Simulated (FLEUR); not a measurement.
Pr under changes of volume

One of the cells (34.508 Å³/atom); the others are scaled copies at fixed shape and fractional positions:

```
CELL_PARAMETERS angstrom
3.66900 0.00000 0.00000
-1.83450 3.17745 0.00000
0.00000 0.00000 5.92000
ATOMIC_POSITIONS crystal
Pr 0.66667 0.33333 0.75000
Pr 0.33333 0.66667 0.25000
```

This isn't the form of Pr at room conditions, which is double hcp.

| Quantity | Value |
| --- | --- |
| Program | FLEUR MaX-R8.1 (later development tree) |
| Functional | AM05 |
| Potentials or basis | all-electron |
| Basis | FLAPW |
| Kmax | 4.1 1/bohr |
| k mesh | 8 × 8 × 5 |
| Occupations | fermi-dirac, width 0.05 eV |
| Spin | collinear spin, ferromagnetic start |
| Starting moments | [2.0, 2.0] μB |

```tsv
volume (Å³/atom)	energy over the lowest point (meV/atom)	moment (μB per cell)
32.437	0.00	5.71
33.128	16.68	5.75
34.508	52.92	5.79
35.888	92.93	5.84
36.578	?	?
```

Task: What does the run at 36.578 Å³/atom give?

Result: Energy over the lowest point 114.03 meV/atom; moment 5.88 μB per cell.

Worked out: A Birch-Murnaghan fit of order 2 (a polynomial in V^(-2/3)) to the other rows has no minimum within the range. It gives 113.94 meV/atom at 36.578 Å³/atom, against the run's 114.03. A parabola through the other rows of the moment, of slope 0.0259 μB per Å³/atom there, extrapolates to 5.86 μB, against the run's 5.88.

Energies are extrapolated to zero smearing.

Caveats: the magnetic or orbital state may not be the lowest.
